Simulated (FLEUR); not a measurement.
# CuI (P4/nmm) in FLEUR: a series of runs

One crystal, CuI, is run at these levels: PBEsol, r2SCAN; tasks: band structure.

All numbers are computed with FLEUR MaX-R8.1 (later development tree); they aren't measurements. Logs are shortened: lines on timing, memory, paths and dates and some standing lists are left out, and cuts for length are marked.

## 1. The structure

Symmetry: P4/nmm, No. 129, tetragonal system. The conventional cell has a = 4.090 Å, b = 4.090 Å, c = 6.551 Å, α = 90.00°, β = 90.00°, γ = 90.00°. Around I (site symmetry 4mm) lie 4 Cu at 2.65 Å. Cu (site symmetry -4m2) is surrounded by 4 I at 2.65 Å and 4 Cu at 2.89 Å.

Measurements of this composition are mostly on another form, of space group No. 216.

## 2. Band structure, PBEsol

Input file inp.xml:

```xml
<?xml version="1.0" encoding="UTF-8" standalone="no"?>
<fleurInput fleurInputVersion="0.39">
   <comment>
      CuI                                                                                                 
   </comment>
   <calculationSetup>
      <cutoffs Kmax="4.36" Gmax="13.5" GmaxXC="13.5" numbands="0"/>
      <scfLoop itmax="60" minDistance="0.00001" maxIterBroyd="15" imix="Anderson" alpha="0.05" precondParam="0.0" spinf="2.0" sdNocoIR="T"/>
      <coreElectrons ctail="T" frcor="F" kcrel="0" coretail_lmax="0"/>
      <xcFunctional name="PBEs" relativisticCorrections="F"/>
      <magnetism jspins="1"/>
      <soc l_soc="F" theta="0.0" phi="0.0" spav="F"/>
      <expertModes spex="0" secvar="F"/>
      <geometryOptimization l_f="F" forcealpha="1.0" forcemix="BFGS" epsdisp="0.00001" epsforce="0.00001"/>
      <ldaU l_linMix="F" mixParam="0.05" spinf="1.0"/>
   </calculationSetup>
   <cell>
      <bzIntegration valenceElectrons="84.0" mode="hist" fermiSmearingEnergy="0.00183747">
         <kPointListSelection listName="default-1"/>
         <!-- k-points included here -->
         <xi:include xmlns:xi="http://www.w3.org/2001/XInclude" href="kpts.xml"> </xi:include>
      </bzIntegration>
      <!-- symmetry operations included here -->
      <xi:include xmlns:xi="http://www.w3.org/2001/XInclude" href="sym.xml"> </xi:include>
      <bulkLattice scale="1.0">
[... 35 lines left out ...]
         <lo type="SCLO" l="1" n="3" eDeriv="0"/>
         <lo type="SCLO" l="1" n="3" eDeriv="1"/>
         <lo type="SCLO" l="2" n="3" eDeriv="2"/>
         <lo type="SCLO" l="3" n="4" eDeriv="2"/>
      </species>
   </atomSpecies>
   <atomGroups>
      <atomGroup species="Iodine (I)">
         <relPos label="                   1">-1.000/4.000 1.000/4.000 -.2569656400</relPos>
         <relPos label="                   2">1.000/4.000 -1.000/4.000 .2569656400</relPos>
         <force calculate="T" relaxXYZ="TTT"/>
      </atomGroup>
      <atomGroup species="Copper (Cu)">
         <relPos label="                   3">-1.000/4.000 -1.000/4.000 .0000000000</relPos>
         <relPos label="                   4">1.000/4.000 1.000/4.000 .0000000000</relPos>
         <force calculate="T" relaxXYZ="TTT"/>
      </atomGroup>
   </atomGroups>
   <output dos="F" band="F" slice="F">
      <checks vchk="F" cdinf="F"/>
      <bandDOS minEnergy="-.5*Htr" maxEnergy="0.5*Htr" sigma="0.015" storeEVData="T"/>
      <vacuumDOS vacdos="F" integ="F" star="F" nstars="0" locx1="0.0" locy1="0.0" locx2="0.0" locy2="0.0" nstm="0" tworkf="0.0"/>
      <unfoldingBand unfoldBand="F" supercellX="1" supercellY="1" supercellZ="1"/>
      <plotting iplot="0" polar="F">
         <plot TwoD="T" vec1="  1.0  0.0  0.0" vec2="  0.0  1.0  0.0" vec3="  0.0  0.0  1.0" zero="  0.0  0.0  0.0" file="plot"/>
      </plotting>
      <chargeDensitySlicing numkpt="0" minEigenval="0.0" maxEigenval="0.0" nnne="0" pallst="F"/>
      <specialOutput eonly="F"/>
      <moessbauerParams electricFieldGradient="T" isomerShift="T" coreHyperfine="T" valenceHyperfine="T"/>
      <magneticCircularDichroism mcd="F" energyLo="-10.0" energyUp="0.0"/>
   </output>
  <!-- We include the file relax.xml here to enable relaxations (see documentation) -->
  <xi:include xmlns:xi="http://www.w3.org/2001/XInclude" href="relax.xml"> <xi:fallback/> </xi:include>
</fleurInput>
```

Input file crystal.txt:

```
CuI
&input cartesian=F /
4.0901961900  0.0000000000  0.0000000000
0.0000000000  4.0901961900  0.0000000000
0.0000000000  0.0000000000  6.5514580400
1.8897261246
1.0 1.0 1.0

4
53 0.0000000000  0.5000000000  0.7430343600
53 0.5000000000  0.0000000000  0.2569656400
29 0.0000000000  0.0000000000  0.0000000000
29 0.5000000000  0.5000000000  0.0000000000

&kpt div1=7 div2=7 div3=4 gamma=T /
```

Input file inp.xml (bands):

```
<?xml version="1.0" encoding="UTF-8" standalone="no"?>
<fleurInput fleurInputVersion="0.39">
   <comment>
      CuI                                                                                                 
   </comment>
   <calculationSetup>
      <cutoffs Kmax="4.36" Gmax="13.5" GmaxXC="13.5" numbands="0"/>
      <scfLoop itmax="60" minDistance="0.00001" maxIterBroyd="15" imix="Anderson" alpha="0.05" precondParam="0.0" spinf="2.0" sdNocoIR="T"/>
      <coreElectrons ctail="T" frcor="F" kcrel="0" coretail_lmax="0"/>
      <xcFunctional name="PBEs" relativisticCorrections="F"/>
      <magnetism jspins="1"/>
      <soc l_soc="F" theta="0.0" phi="0.0" spav="F"/>
      <expertModes spex="0" secvar="F"/>
      <geometryOptimization l_f="F" forcealpha="1.0" forcemix="BFGS" epsdisp="0.00001" epsforce="0.00001"/>
      <ldaU l_linMix="F" mixParam="0.05" spinf="1.0"/>
   </calculationSetup>
   <cell>
      <bzIntegration valenceElectrons="84.0" mode="hist" fermiSmearingEnergy="0.00183747">
         <kPointListSelection listName="path-1"/>
         <!-- k-points included here -->
         <xi:include xmlns:xi="http://www.w3.org/2001/XInclude" href="kpts.xml"> </xi:include>
      </bzIntegration>
      <!-- symmetry operations included here -->
      <xi:include xmlns:xi="http://www.w3.org/2001/XInclude" href="sym.xml"> </xi:include>
      <bulkLattice scale="1.0">
         <bravaisMatrix>
[... 34 lines left out ...]
         <lo type="SCLO" l="1" n="3" eDeriv="0"/>
         <lo type="SCLO" l="1" n="3" eDeriv="1"/>
         <lo type="SCLO" l="2" n="3" eDeriv="2"/>
         <lo type="SCLO" l="3" n="4" eDeriv="2"/>
      </species>
   </atomSpecies>
   <atomGroups>
      <atomGroup species="Iodine (I)">
         <relPos label="                   1">-1.000/4.000 1.000/4.000 -.2569656400</relPos>
         <relPos label="                   2">1.000/4.000 -1.000/4.000 .2569656400</relPos>
         <force calculate="T" relaxXYZ="TTT"/>
      </atomGroup>
      <atomGroup species="Copper (Cu)">
         <relPos label="                   3">-1.000/4.000 -1.000/4.000 .0000000000</relPos>
         <relPos label="                   4">1.000/4.000 1.000/4.000 .0000000000</relPos>
         <force calculate="T" relaxXYZ="TTT"/>
      </atomGroup>
   </atomGroups>
   <output dos="F" band="T" slice="F">
      <checks vchk="F" cdinf="F"/>
      <bandDOS minEnergy="-.5*Htr" maxEnergy="0.5*Htr" sigma="0.015" storeEVData="T"/>
      <vacuumDOS vacdos="F" integ="F" star="F" nstars="0" locx1="0.0" locy1="0.0" locx2="0.0" locy2="0.0" nstm="0" tworkf="0.0"/>
      <unfoldingBand unfoldBand="F" supercellX="1" supercellY="1" supercellZ="1"/>
      <plotting iplot="0" polar="F">
         <plot TwoD="T" vec1="  1.0  0.0  0.0" vec2="  0.0  1.0  0.0" vec3="  0.0  0.0  1.0" zero="  0.0  0.0  0.0" file="plot"/>
      </plotting>
      <chargeDensitySlicing numkpt="0" minEigenval="0.0" maxEigenval="0.0" nnne="0" pallst="F"/>
      <specialOutput eonly="F"/>
      <moessbauerParams electricFieldGradient="T" isomerShift="T" coreHyperfine="T" valenceHyperfine="T"/>
      <magneticCircularDichroism mcd="F" energyLo="-10.0" energyUp="0.0"/>
   </output>
  <!-- We include the file relax.xml here to enable relaxations (see documentation) -->
  <xi:include xmlns:xi="http://www.w3.org/2001/XInclude" href="relax.xml"> <xi:fallback/> </xi:include>
</fleurInput>
```

Potentials or basis: all-electron, FLAPW.

Command:

```sh
$ inpgen -f crystal.txt -profile fastHighL
$ # inp.xml edited to the form shown
$ mpirun -n 4 fleur_MPI -pe_per_kpt 1
$ mpirun -n 4 fleur_MPI -pe_per_kpt 1   # second run, on inp.xml (bands)
```

The program printed:

```text
Welcome to FLEUR        (www.flapw.de)
      MaX-Release 8.1          (www.max-centre.eu)

 ========== k-point set info ==========
 Selected k-point list: default-1
 k-point list type: mesh
 7 x 7 x 4
 Number of k points: 30

 ------------Calculation Setup---------------------------
 Number of MPI-tasks      :            4
 Number of PE/node        :            4
 Number of OMP-threads    :            1
 Using exactly            1  PE per kpt
 k-points in parallel     :            4
 pe's per k-point         :            1
 No of k-point loops      :            7
 Info/Warning             : your k-point parallelism is not fully load-balanced
 Using exactly            1  PE per kpt
 Using exactly            1  PE per kpt
 Using exactly            1  PE per kpt
 Eigenvalue solver        :       lapack
 Number of basis functions:         1219
 Approximate size of matrices (H+S) per k-point:         0.022 GB
 --------------------------------------------------------
 Iteration:     1   Distance:      11.19264549 me/bohr^3
 Iteration:     2   Distance:       8.30377927 me/bohr^3
 Iteration:     3   Distance:       4.26827439 me/bohr^3
 Iteration:     4   Distance:       4.40423296 me/bohr^3
 Iteration:     5   Distance:       1.79693497 me/bohr^3
 Iteration:     6   Distance:       0.97235115 me/bohr^3
 Iteration:     7   Distance:       1.17156074 me/bohr^3
 Iteration:     8   Distance:       0.08762147 me/bohr^3
 Iteration:     9   Distance:       0.08589303 me/bohr^3
 Iteration:    10   Distance:       0.02177447 me/bohr^3
 Iteration:    11   Distance:       0.01870254 me/bohr^3
 Iteration:    12   Distance:       0.01567177 me/bohr^3
 Iteration:    13   Distance:       0.00102938 me/bohr^3
 Iteration:    14   Distance:       0.00015735 me/bohr^3
 Iteration:    15   Distance:       0.00038281 me/bohr^3
 Iteration:    16   Distance:       0.00027287 me/bohr^3
 Iteration:    17   Distance:       0.00007836 me/bohr^3
 Iteration:    18   Distance:       0.00002651 me/bohr^3
 Iteration:    19   Distance:       0.00000624 me/bohr^3

 ********************************************************************
 Run finished successfully
 Stop message:
   all done
 ********************************************************************
```

Run time: 95 s. Hardware: 4 MPI ranks of Intel Xeon Platinum 8488C (Sapphire Rapids), shared host.

Results:

| Property | Result |
| --- | --- |
| Free energy | -477272.8300 eV |
| Band gap on the k mesh | 1.49 eV, direct |
| Band gap along the path | 1.49 eV, direct |
| Valence electrons inside the program's atomic spheres | I 20.24; Cu 17.86 (radii I 2.38, Cu 2.25 bohr) |

Levels at the corners of the path, in eV from the valence-band top:
```csv
point,band 40,band 41,band 42,band 43,band 44,band 45
Γ,-0.80,0.00,0.00,1.49,2.99,3.28
X,-1.10,-0.47,-0.47,3.56,3.56,4.90
M,-1.67,-1.07,-1.07,2.61,2.61,2.77
Γ,-0.80,0.00,0.00,1.49,2.99,3.28
Z,-1.15,-0.28,-0.28,3.18,3.18,3.38
R,-0.74,-0.44,-0.44,2.21,2.21,5.09
A,-1.67,-0.99,-0.99,3.99,3.99,4.03
Z,-1.15,-0.28,-0.28,3.18,3.18,3.38
X,-1.10,-0.47,-0.47,3.56,3.56,4.90
R,-0.74,-0.44,-0.44,2.21,2.21,5.09
M,-1.67,-1.07,-1.07,2.61,2.61,2.77
A,-1.67,-0.99,-0.99,3.99,3.99,4.03
```

Core levels (eV from the Fermi level):
```csv
atom,levels
1 I,"1s1/2 -32940.7, 2s1/2 -5084.3, 2p1/2 -4770.6, 2p3/2 -4472.1, 3s1/2 -1022.3, 3p1/2 -892.6, 3p3/2 -836.4, 4s1/2 -175.5, 3d3/2 -607.8, 3d5/2 -595.9"
2 I,"1s1/2 -32940.7, 2s1/2 -5084.3, 2p1/2 -4770.6, 2p3/2 -4472.1, 3s1/2 -1022.3, 3p1/2 -892.6, 3p3/2 -836.4, 4s1/2 -175.5, 3d3/2 -607.8, 3d5/2 -595.9"
3 Cu,"1s1/2 -8837.7, 2s1/2 -1058.2, 2p1/2 -926.9, 2p3/2 -906.4"
4 Cu,"1s1/2 -8837.7, 2s1/2 -1058.2, 2p1/2 -926.9, 2p3/2 -906.4"
```

Caveat: spin-orbit coupling is left out, which moves the levels of the heavy elements. PBEsol gaps usually lie below the measured ones, often by a third to a half.

## 3. Band structure, r2SCAN

Changes to inp.xml since step 2:

```diff
@@ -7,5 +7,8 @@
       <cutoffs Kmax="4.36" Gmax="13.5" GmaxXC="13.5" numbands="0"/>
-      <scfLoop itmax="60" minDistance="0.00001" maxIterBroyd="15" imix="Anderson" alpha="0.05" precondParam="0.0" spinf="2.0" sdNocoIR="T"/>
-      <coreElectrons ctail="T" frcor="F" kcrel="0" coretail_lmax="0"/>
-      <xcFunctional name="PBEs" relativisticCorrections="F"/>
+      <scfLoop itmax="80" minDistance="0.0001" maxIterBroyd="30" imix="Anderson" alpha="0.05" precondParam="0.0" spinf="2.0" sdNocoIR="T"/>
+      <coreElectrons ctail="F" frcor="F" kcrel="0" coretail_lmax="0"/>
+      <xcFunctional name="LibXC" relativisticCorrections="F">
+         <LibXCName exchange="mgga_x_r2scan" correlation="mgga_c_r2scan"/>
+         <AuxGGA exchange="117" correlation="130"/>
+      </xcFunctional>
       <magnetism jspins="1"/>
```

crystal.txt is that of step 2.

Changes to inp.xml (bands) since step 2:

```diff
@@ -7,5 +7,8 @@
       <cutoffs Kmax="4.36" Gmax="13.5" GmaxXC="13.5" numbands="0"/>
-      <scfLoop itmax="60" minDistance="0.00001" maxIterBroyd="15" imix="Anderson" alpha="0.05" precondParam="0.0" spinf="2.0" sdNocoIR="T"/>
-      <coreElectrons ctail="T" frcor="F" kcrel="0" coretail_lmax="0"/>
-      <xcFunctional name="PBEs" relativisticCorrections="F"/>
+      <scfLoop itmax="80" minDistance="0.0001" maxIterBroyd="30" imix="Anderson" alpha="0.05" precondParam="0.0" spinf="2.0" sdNocoIR="T"/>
+      <coreElectrons ctail="F" frcor="F" kcrel="0" coretail_lmax="0"/>
+      <xcFunctional name="LibXC" relativisticCorrections="F">
+         <LibXCName exchange="mgga_x_r2scan" correlation="mgga_c_r2scan"/>
+         <AuxGGA exchange="117" correlation="130"/>
+      </xcFunctional>
       <magnetism jspins="1"/>
```

Potentials or basis: all-electron, FLAPW.

Command:

```sh
$ inpgen -f crystal.txt -profile fastHighL
$ # inp.xml edited to the form shown
$ mpirun -n 4 fleur_MPI -pe_per_kpt 1
$ mpirun -n 4 fleur_MPI -pe_per_kpt 1   # second run, on inp.xml (bands)
```

It took 4.6 min on 4 MPI ranks of Intel Xeon at 2.50GHz (Skylake/Cascade Lake), shared host.

The run converged. Its results:

```
Free energy                                           : -477515.8150 eV
Band gap on the k mesh                                : 2.05 eV, direct
Band gap along the path                               : 2.05 eV, direct
Valence electrons inside the program's atomic spheres : I 20.25; Cu 17.87 (radii I 2.38, Cu 2.25 bohr)
```

Levels at the corners of the path, in eV from the valence-band top:
```
point  band 38  band 39  band 40  band 41  band 42  band 43  band 44  band 45  band 46  band 47
    Γ    -1.34    -1.12    -0.78     0.00     0.00     2.05     3.42     3.65     5.41     5.41
    X    -1.85    -1.06    -1.06    -0.47    -0.47     4.06     4.06     5.36     5.36     6.78
    M    -1.65    -1.64    -1.64    -1.04    -1.04     3.01     3.01     3.09     3.09     9.73
    Γ    -1.34    -1.12    -0.78     0.00     0.00     2.05     3.42     3.65     5.41     5.41
    Z    -1.27    -1.27    -1.12    -0.27    -0.27     3.62     3.69     3.89     4.83     6.14
    R    -1.86    -0.71    -0.71    -0.44    -0.44     2.69     2.69     5.56     5.56     6.44
    A    -1.72    -1.64    -1.64    -0.97    -0.97     4.33     4.33     4.46     4.46     6.45
    Z    -1.27    -1.27    -1.12    -0.27    -0.27     3.62     3.69     3.89     4.83     6.14
    X    -1.85    -1.06    -1.06    -0.47    -0.47     4.06     4.06     5.36     5.36     6.78
    R    -1.86    -0.71    -0.71    -0.44    -0.44     2.69     2.69     5.56     5.56     6.44
    M    -1.65    -1.64    -1.64    -1.04    -1.04     3.01     3.01     3.09     3.09     9.73
    A    -1.72    -1.64    -1.64    -0.97    -0.97     4.33     4.33     4.46     4.46     6.45
```

Core levels (eV from the Fermi level):
```tsv
atom	levels
1 I	1s1/2 -32958.6, 2s1/2 -5086.7, 2p1/2 -4771.6, 2p3/2 -4472.9, 3s1/2 -1023.0, 3p1/2 -892.8, 3p3/2 -836.6, 4s1/2 -175.7, 3d3/2 -607.6, 3d5/2 -595.8
2 I	1s1/2 -32958.6, 2s1/2 -5086.7, 2p1/2 -4771.6, 2p3/2 -4472.9, 3s1/2 -1023.0, 3p1/2 -892.8, 3p3/2 -836.6, 4s1/2 -175.7, 3d3/2 -607.6, 3d5/2 -595.8
3 Cu	1s1/2 -8846.0, 2s1/2 -1058.4, 2p1/2 -926.4, 2p3/2 -905.9
4 Cu	1s1/2 -8846.0, 2s1/2 -1058.4, 2p1/2 -926.4, 2p3/2 -905.9
```

Caveat: the meta-GGA is that of a development version, with a GGA for the radial functions and cores and without core tails; spin-orbit coupling is left out, which moves the levels of the heavy elements. r2SCAN opens gaps a little over a GGA but as a rule still falls short of measured ones.
